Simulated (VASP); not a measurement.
Input of a VASP 6.6.1 run:

File INCAR:

```
  ALGO = Normal
  EDIFF = 1E-6
  ENCUT = 520
  GGA = PS
  ISIF = 2
  ISMEAR = 0
  IVDW = 12
  LASPH = T
  LCHARG = F
  LREAL = F
  LWAVE = F
  NBANDS = 16
  NELM = 100
  PREC = Accurate
  SIGMA = 0.01
```

Contents of KPOINTS:

```
k-points
0
Gamma
  8 8 8
```

POSCAR

```
InAs
1.0
    0.0000000000      3.0577150807      3.0577150807
    3.0577150807      0.0000000000      3.0577150807
    3.0577150807      3.0577150807      0.0000000000
In As
1 1
Direct
    0.0000000000      0.0000000000      0.0000000000
    0.7500000000      0.7500000000      0.7500000000
```

Potentials or basis: VASP PAW PBE potentials, release 64 (In_d, As).

Command:

```console
$ cat potpaw_PBE.64/In_d/POTCAR potpaw_PBE.64/As/POTCAR > POTCAR
$ mpirun -np 1 vasp_std > vasp.out
```

**Question.** Predict the band gap on the k mesh.

**Answer.** Zero (filled and empty bands touch).

**Question.** Estimate the dispersion energy per atom.

**Answer.** -0.305 eV.

**Question.** What does it give for the pressure?

**Answer.** -2.4 GPa.

Caveat: three body term missing; the PAW data sets were made with another functional, which shifts forces and pressure a little; spin-orbit coupling is left out, which moves the levels of the heavy elements; pairwise dispersion overbinds metals, which lowers pressure and volume.

**Experimental background.**

A printed reference work, data compilation reports, for a bulk crystal of InAs at 4.2 K: band gap 0.418 eV (direct).

Measured gap of InAs: 0.418 eV (direct; 4.2 K; a printed reference work, data compilation). This calculation gives 0.00 eV (-0.42 eV). Spin-orbit coupling on As, In is left out. The value is that of PBEsol+D3(BJ) on a finite k mesh, which can miss the band edges, without temperature or zero-point motion. Semilocal functionals fall short of measured gaps as a rule.
